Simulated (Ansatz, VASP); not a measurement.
**Two plane-wave programs on SiC**

```
CELL_PARAMETERS angstrom
0.00000 2.24461 2.08037
2.24461 0.00000 2.08037
2.24461 2.24461 0.00000
ATOMIC_POSITIONS crystal
Si 0.00000 0.00000 0.00000
C 0.75000 0.75000 0.75000
```

Change from the starting cell: strain +0.025 along x and y, -0.050 along z, atoms carried along.

Alike in both runs: task single point; functional PBE; k mesh 10 × 10 × 10; occupations gaussian, width 0.05 eV; no spin polarisation.

|  | VASP | Ansatz |
| --- | --- | --- |
| version | VASP 6.6.1 | Ansatz 0.2.0 |
| potentials or method | VASP PAW PBE potentials, release 64 (Si, C) | scalar-relativistic, plane waves, PAW |
| plane-wave cutoff (eV) | 520 | 420 |
| valence electrons in the cell | 8 | 8 |

|  | VASP | Ansatz | Ansatz less VASP |
| --- | --- | --- | --- |
| gap on the k mesh at the Fermi level (eV) | 0.64 | 0.64 | +0.002 |
| least direct gap on the mesh (eV) | 4.44 | 4.45 | +0.004 |
| pressure (GPa) | -0.1 | 0.0 | +0.05 |
| largest component of the traceless stress (GPa) | 11.08 | 11.05 | -0.031 |

With one functional, cell and mesh, what is left measures potentials, basis and numerics.

A k mesh can miss the band edges.
